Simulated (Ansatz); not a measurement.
Crystal: Ta.

```xyz
1
Lattice="-1.6513 1.6513 1.6513 1.6513 -1.6513 1.6513 1.6513 1.6513 -1.6513" Properties=species:S:1:pos:R:3 pbc="T T T"
Ta    0.0000    0.0000    0.0000
```

* Program: Ansatz 0.2.0
* Task: single point
* Functional: PBEsol
* Potentials or basis: all-electron LAPW, scalar-relativistic
* Cutoff: 262 eV (chosen from the basis error)
* Basis error allowed: 0.001 eV/atom
* k mesh: 11 × 11 × 11
* Occupations: fermi-dirac, width 0.05 eV
* Spin: no spin polarisation

On this cell: pressure -4.4 GPa; band gap on the k mesh none (metal or under the smearing width).

The same run follows on a disturbed copy (cell strained at random at fixed volume):

```
CELL_PARAMETERS angstrom
-1.62073 1.65465 1.62924
1.69780 -1.62617 1.67783
1.62244 1.62787 -1.60076
ATOMIC_POSITIONS crystal
Ta 0.00191 0.97643 0.99590
```

Q: What changes?

A: The energy (extrapolated to zero smearing) moves by +14.3 meV/atom; pressure -4.0 GPa; band gap on the k mesh none (metal or under the smearing width).

Stress tensor (GPa, compression positive):
```
-4.56 -0.24 -4.08
-0.24 -3.32 -1.44
-4.08 -1.44 -4.12
```

The runs don't all hold the same shells in valence.
